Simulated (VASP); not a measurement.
# HF2 (P1) in VASP: single point with r2SCAN

Aim: the single point of HF2 with r2SCAN.

Program: VASP 6.6.1. These are calculated values, not measurements. Logs are shortened: lines on timing, memory, paths and dates and some standing lists are left out, and cuts for length are marked.

## Step 1: The crystal as given

The typed cell holds 6 atoms: a = 4.661 Å, b = 4.619 Å, c = 2.553 Å, α = 91.81°, β = 91.22°, γ = 89.74°.

The cell was built by a generator and needn't be a form met in nature.

## Step 2: Single point, r2SCAN

File POSCAR:

```
HF2
1.0
    4.6611340000      0.0100470000     -0.0484090000
    0.0100470000      4.6186990000     -0.0718520000
   -0.0275910000     -0.0409530000      2.5529790000
H F
2 4
Direct
    0.0012320000      0.0055340000      0.9867490000
    0.5077350000      0.5024230000      0.5214690000
    0.2889740000      0.3032190000      0.9979880000
    0.2010160000      0.7919170000      0.4950960000
    0.6880110000      0.6936540000      0.0099410000
    0.8104560000      0.2263100000      0.5040100000
```

File INCAR.step1:

```
SYSTEM = HF2
  PREC = Accurate
  ENCUT = 520
  ISMEAR = -5
  SIGMA = 0.1
  LREAL = .False.
  LASPH = .True.
  NELM = 100
  NELECT = 32.0
  GGA = PE
  ALGO = Normal
  EDIFF = 1E-4
  LWAVE = .True.
  LCHARG = .False.
```

File INCAR.step2:

```
SYSTEM = HF2
  PREC = Accurate
  ENCUT = 520
  EDIFF = 1E-6
  ISMEAR = -1
  SIGMA = 0.1
  LREAL = .False.
  LASPH = .True.
  NELM = 100
  ALGO = Normal
  ISIF = 2
  LWAVE = .False.
  LCHARG = .False.
  METAGGA = R2SCAN
  LMIXTAU = .True.
  LORBIT = 11
  NELECT = 32.0
  ISTART = 1
```

File KPOINTS:

```
Automatic mesh
0
Gamma
  4 4 7
  0.5 0 0
```

Potentials or basis: VASP PAW PBE potentials, release 64 (H, F).

Started as:

```sh
$ cat potpaw_PBE.64/H/POTCAR potpaw_PBE.64/F/POTCAR > POTCAR
$ cp INCAR.step1 INCAR
$ mpirun -np 1 vasp_std > vasp.out
$ cp INCAR.step2 INCAR
$ mpirun -np 1 vasp_std > vasp.out
```

OUTCAR:

```text
SYSTEM = HF2
   PREC = Accurate
   ENCUT = 520
   EDIFF = 1E-6
   ISMEAR = -1
   LREAL = .False.
   LASPH = .True.
   NELM = 100
   ISIF = 2
   METAGGA = R2SCAN
   LORBIT = 11
   NELECT = 32.0
   ISTART = 1

 ion  position               nearest neighbor table
   1  0.001  0.006  0.987-
   2  0.508  0.502  0.521-
   3  0.289  0.303  0.998-
   4  0.201  0.792  0.495-
   5  0.688  0.694  0.010-
   6  0.810  0.226  0.504-

  LATTYP: Found a triclinic cell.
 ALAT       =     2.5534565173
 B/A-ratio  =     1.8090258257
 C/A-ratio  =     1.8255240177
 COS(alpha) =     0.0044915325
 COS(beta)  =     0.0212224577
 COS(gamma) =     0.0316117177

  Lattice vectors:

 A1 = (   0.0275910000,   0.0409530000,  -2.5529790000)
 A2 = (   0.0100470000,   4.6186990000,  -0.0718520000)
 A3 = (   4.6611340000,   0.0100470000,  -0.0484090000)

Analysis of symmetry for initial positions (statically):
=====================================================================
 Subroutine PRICEL returns:
 Original cell was already a primitive cell.

 Routine SETGRP: Setting up the symmetry group for a
 triclinic supercell.

 Subroutine GETGRP returns: Found  1 space group operations
 (whereof  1 operations were pure point group operations)
 out of a pool of  2 trial point group operations.

The static configuration has the point symmetry C_1 .

Analysis of symmetry for dynamics (positions and initial velocities):
=====================================================================
 Subroutine PRICEL returns:
 Original cell was already a primitive cell.

 Routine SETGRP: Setting up the symmetry group for a
 triclinic supercell.

 Subroutine GETGRP returns: Found  1 space group operations
 (whereof  1 operations were pure point group operations)
 out of a pool of  2 trial point group operations.

The dynamic configuration has the point symmetry C_1 .

 Subroutine INISYM returns: Found  1 space group operations
 (whereof  1 operations are pure point group operations),
 and found     1 'primitive' translations

----------------------------------------------------------------------------------------

                                     Primitive cell

  volume of cell :      54.9414

  direct lattice vectors                    reciprocal lattice vectors
     4.661134000  0.010047000 -0.048409000     0.214565007 -0.000430774  0.002311974
     0.010047000  4.618699000 -0.071852000    -0.000430773  0.216566095  0.003469338
    -0.027591000 -0.040953000  2.552979000     0.004056408  0.006086949  0.391840747

  length of vectors
     4.661396201  4.619268785  2.553456517     0.214577895  0.216594311  0.391909016

  position of ions in fractional coordinates (direct lattice)
     0.001232000  0.005534000  0.986749000
     0.507735000  0.502423000  0.521469000
     0.288974000  0.303219000  0.997988000
     0.201016000  0.791917000  0.495096000
     0.688011000  0.693654000  0.009941000
     0.810456000  0.226310000  0.504010000

  ion indices of the primitive-cell ions
   primitive index   ion index
                 1           1
                 2           2
                 3           3
                 4           4
                 5           5
                 6           6

----------------------------------------------------------------------------------------

 KPOINTS: Automatic mesh

Automatic generation of k-mesh.
 Grid dimensions read from file:
 generate k-points for:    4    4    7

 Generating k-lattice:

  Cartesian coordinates                     Fractional coordinates (reciprocal lattice)
     0.053641252 -0.000107693  0.000577994     0.250000000 -0.000000000  0.000000000
    -0.000107693  0.054141524  0.000867334     0.000000000  0.250000000  0.000000000
     0.000579487  0.000869564  0.055977250     0.000000000 -0.000000000  0.142857143

  Length of vectors
     0.053644474  0.054148578  0.055987002

  Shift w.r.t. Gamma in fractional coordinates (k-lattice)
     0.500000000  0.000000000  0.000000000

 Subroutine IBZKPT returns following result:
 ===========================================

 Found     56 irreducible k-points:

 Following reciprocal coordinates:
            Coordinates               Weight
  0.125000  0.000000  0.000000      2.000000
  0.375000  0.000000  0.000000      2.000000
  0.125000  0.250000 -0.000000      2.000000
  0.375000  0.250000 -0.000000      2.000000
 -0.375000  0.250000 -0.000000      2.000000
 -0.125000  0.250000 -0.000000      2.000000
[... 16 lines left out ...]
 -0.375000 -0.250000  0.142857      2.000000
 -0.125000 -0.250000  0.142857      2.000000
 [... further k-points ...]
   k-points           NKPTS =     56   k-points in BZ     NKDIM =     56   number of bands    NBANDS=     20
   number of dos      NEDOS =    301   number of ions     NIONS =      6
   total plane-waves  NPLWV =  25920
   dimension x,y,z NGX =    36 NGY =   36 NGZ =   20
   dimension x,y,z NGXF=    72 NGYF=   72 NGZF=   40
   ions per type =               2   4
   NGX,Y,Z   is equivalent  to a cutoff of  12.84, 12.96, 13.02 a.u.
   NGXF,Y,Z  is equivalent  to a cutoff of  25.68, 25.91, 26.04 a.u.
 SYSTEM =  HF2
   PREC   = accura    normal or accurate (medium, high low for compatibility)
   ISTART =      1    job   : 0-new  1-cont  2-samecut
   ICHARG =      0    charge: 1-file 2-atom 10-const
   ISPIN  =      1    spin polarized calculation?
   LNONCOLLINEAR =      F non collinear calculations
   LSORBIT =      F    spin-orbit coupling
   LASPH  =      T    aspherical Exc in radial PAW
   ENCUT  =  520.0 eV  38.22 Ry    6.18 a.u.   8.67  8.59  4.75*2*pi/ulx,y,z
   NELM   =    100;   NELMIN=  2; NELMDL=  0     # of ELM steps
   EDIFF  = 0.1E-05   stopping-criterion for ELM
   LREAL  =      F    real-space projection
   EDIFFG = 0.1E-04   stopping-criterion for IOM
   NSW    =      0    number of steps for IOM
   IBRION =     -1    ionic relax: 0-MD 1-quasi-New 2-CG
   NFREE  =      0    steps in history (QN), initial steepest desc. (CG)
   ISIF   =      2    stress and relaxation
   ISYM   =      2    0-nonsym 1-usesym 2-fastsym
   POTIM  = 0.5000    time-step for ionic-motion
   TEBEG  =    0.0;   TEEND  =   0.0 temperature during run
   PSTRESS=    0.0 pullay stress
   NELECT =      32.0000    total number of electrons
   NUPDOWN=      -1.0000    fix difference up-down
   EMIN   =  10.00;   EMAX   =-10.00  energy-range for DOS
   EFERMI =   0.00;   METHOD = LEGACY
   ISMEAR =    -1;   SIGMA  =   0.10  broadening in eV -4-tet -1-fermi 0-gaus
   EFERMI_NEDOS =   21; number of points for ismear=-14 and -15
   IALGO  =     38    algorithm
   IMIX   =      4    mixing-type and parameters
     AMIX     =   0.40;   BMIX     =  1.00
     AMIX_MAG =   1.60;   BMIX_MAG =  1.00
  volume/ion in A,a.u.               =       9.16        61.79
  Fermi-wavevector in a.u.,A,eV,Ry     =   1.367178  2.583591 25.431666  1.869175
  Thomas-Fermi vector in A             =   2.493253
   LORBIT       =     11    0 simple, 1 ext, 2 COOP (PROOUT), +10 PAW based schemes
   METAGGA = R2SCAN    functional components
   LHFCALC =     F    Hartree Fock is set to
   AEXX    =    0.0000 exact exchange contribution
   IVDW    =     0    specifies the selected vdW correction
   LEPSILON=     F    determine dielectric tensor
   LRPA    =     F    only Hartree local field effects (RPA)
 non-spin polarized calculation
  energy-cutoff  :      520.00
  volume of cell :       54.94
 maximum number of plane-waves:      1494
   NGX = 17   NGY = 17   NGZ =  9

 number of electron      32.0000013 magnetization

 Free energy of the ion-electron system (eV)
  ---------------------------------------------------
  ext. energy  EPLUGINS =         0.00000000
  ---------------------------------------------------
  free energy    TOTEN  =       -25.36175154 eV

  energy without entropy =      -25.36175010  energy(sigma->0) =      -25.36175082

 E-fermi :  -1.5025     XC(G=0): -10.4486

 val. band max:       -2.7917563017   @ k =   0.1250   0.0000   0.0000
 cond. band min:      -0.3893097143   @ k =   0.1250   0.0000   0.0000
 fundamental gap:      2.4024465874
 Fermi energy:        -1.5025140635

 k-point     1 :       0.1250    0.0000    0.0000
  band No.  band energies     occupation
      1     -25.3811      2.00000
      2     -24.4831      2.00000
      3     -24.3796      2.00000
      4     -23.9437      2.00000
      5      -8.9082      2.00000
      6      -6.2372      2.00000
[... 12 lines left out ...]
     19       9.2498      0.00000
     20      12.0684      0.00000

 k-point     2 :       0.3750    0.0000    0.0000
  band No.  band energies     occupation
      1     -25.1751      2.00000
      2     -24.7505      2.00000
      3     -24.3000      2.00000
      4     -23.9969      2.00000
      5      -8.2028      2.00000
      6      -7.0408      2.00000
[... 12 lines left out ...]
     19       9.7072      0.00000
     20      11.2327      0.00000

 k-point     3 :       0.1250    0.2500   -0.0000
  band No.  band energies     occupation
      1     -25.2738      2.00000
      2     -24.5744      2.00000
      3     -24.3746      2.00000
      4     -23.9901      2.00000
      5      -8.5574      2.00000
      6      -6.4475      2.00000
[... 12 lines left out ...]
     19       9.5041      0.00000
     20      11.4748      0.00000

 k-point     4 :       0.3750    0.2500   -0.0000
  band No.  band energies     occupation
      1     -25.0958      2.00000
      2     -24.6699      2.00000
      3     -24.4062      2.00000
      4     -24.0765      2.00000
      5      -7.9460      2.00000
      6      -6.9724      2.00000
[... 12 lines left out ...]
     19       9.7837      0.00000
     20      11.0767      0.00000

 k-point     5 :      -0.3750    0.2500   -0.0000
  band No.  band energies     occupation
      1     -25.0766      2.00000
      2     -24.7259      2.00000
      3     -24.3587      2.00000
      4     -24.0869      2.00000
      5      -7.9158      2.00000
      6      -7.0519      2.00000
[... 12 lines left out ...]
     19       9.7320      0.00000
     20      11.0467      0.00000
[... 353 lines left out ...]
      6      -6.3844      2.00000
[... 12 lines left out ...]
     19       9.7983      0.00000
     20      11.8375      0.00000

 k-point    22 :       0.3750   -0.2500    0.1429
  band No.  band energies     occupation
      1     -24.9567      2.00000
      2     -24.6295      2.00000
      3     -24.2809      2.00000
      4     -24.0184      2.00000
      5      -7.7558      2.00000
      6      -7.0086      2.00000
[... 12 lines left out ...]
     19      10.0724      0.00000
     20      11.4308      0.00000

 k-point    23 :      -0.3750   -0.2500    0.1429
  band No.  band energies     occupation
      1     -24.9864      2.00000
      2     -24.5690      2.00000
      3     -24.3265      2.00000
      4     -24.0018      2.00000
      5      -7.8438      2.00000
      6      -6.8838      2.00000
[... 12 lines left out ...]
     19      10.1088      0.00000
     20      11.4698      0.00000

 k-point    24 :      -0.1250   -0.2500    0.1429
  band No.  band energies     occupation
      1     -25.1478      2.00000
      2     -24.4769      2.00000
      3     -24.2989      2.00000
      4     -23.9318      2.00000
      5      -8.3796      2.00000
      6      -6.2964      2.00000
[... 12 lines left out ...]
     19       9.8328      0.00000
     20      11.9196      0.00000

 [... further k-points ...]

------------------------ aborting loop because EDIFF is reached ----------------------------------------

  FORCE on cell =-STRESS in cart. coord.  units (eV):
  Direction    XX          YY          ZZ          XY          YZ          ZX
  --------------------------------------------------------------------------------------
  -------------------------------------------------------------------------------------
  Total        7.0680720      6.9102374      8.2883364      0.0164660     -0.1078055     -0.1620435
  in kB      206.1161062    201.5134006    241.7009372      0.4801759     -3.1437772     -4.7254435
  external PRESSURE =     216.4434813 kB  Pullay stress =       0.0000000 kB

 VOLUME and BASIS-vectors are now :
 -----------------------------------------------------------------------------
  energy-cutoff  :      520.00
  volume of cell :       54.94
      direct lattice vectors                 reciprocal lattice vectors
     4.661134000  0.010047000 -0.048409000     0.214565007 -0.000430774  0.002311974
     0.010047000  4.618699000 -0.071852000    -0.000430773  0.216566095  0.003469338
    -0.027591000 -0.040953000  2.552979000     0.004056408  0.006086949  0.391840747

 POSITION                                       TOTAL-FORCE (eV/Angst)
 -----------------------------------------------------------------------------------
     -0.02143     -0.01484      2.51869         0.477354      0.337029     -0.252673
      2.35728      2.30429      1.27062         0.334252      0.289657      0.429820
      1.32246      1.36251      2.51207         0.978916      0.291788      0.101133
      0.93126      3.63937      1.19734        -1.207573      1.206755      0.197732
      3.21361      3.21028     -0.05777        -0.953079     -0.658413     -0.522722
      3.76601      1.03276      1.23123         0.370130     -1.466816      0.046711
 -----------------------------------------------------------------------------------
    total drift:                               -0.000761      0.000537     -0.001186

  FREE ENERGIE OF THE ION-ELECTRON SYSTEM (eV)
  ---------------------------------------------------
  free  energy   TOTEN  =       -25.3617515365 eV

  energy  without entropy=      -25.3617500989  energy(sigma->0) =      -25.36175082

 total charge

# of ion       s       p       d       tot
------------------------------------------
    1        0.241   0.013   0.000   0.253
    2        0.240   0.015   0.000   0.255
    3        1.751   4.385   0.000   6.136
    4        1.752   4.376   0.000   6.128
    5        1.752   4.379   0.000   6.130
    6        1.752   4.376   0.000   6.129
--------------------------------------------------
tot          7.488  17.543   0.000  25.032
```

Run time: 1.7 min. Hardware: 1 thread of Intel Xeon Platinum 8488C (Sapphire Rapids), shared host; peak memory 0.18 GiB.

Results:

| Item | Value |
| --- | --- |
| Free energy | -25.3618 eV |
| Largest force | 1.719 eV/Å |
| Band gap on the k mesh | 2.40 eV, direct |
| Valence electrons inside the program's atomic spheres | H 0.25, 0.26; F 6.14, 6.13 |

Forces in eV/Å, atoms in the order of the input:
```
H    0.477  0.337 -0.253
H    0.334  0.290  0.430
F    0.979  0.292  0.101
F   -1.208  1.207  0.198
F   -0.953 -0.658 -0.523
F    0.370 -1.467  0.047
```

Caveat: the cell carries a net charge on a neutralising background, which shifts energy and pressure; the cell is charged against a uniform background, so pressure and absolute levels hang on convention; the PAW data sets were made with another functional, which shifts forces and pressure a little. r2SCAN opens gaps a little over a GGA but as a rule still falls short of measured ones.
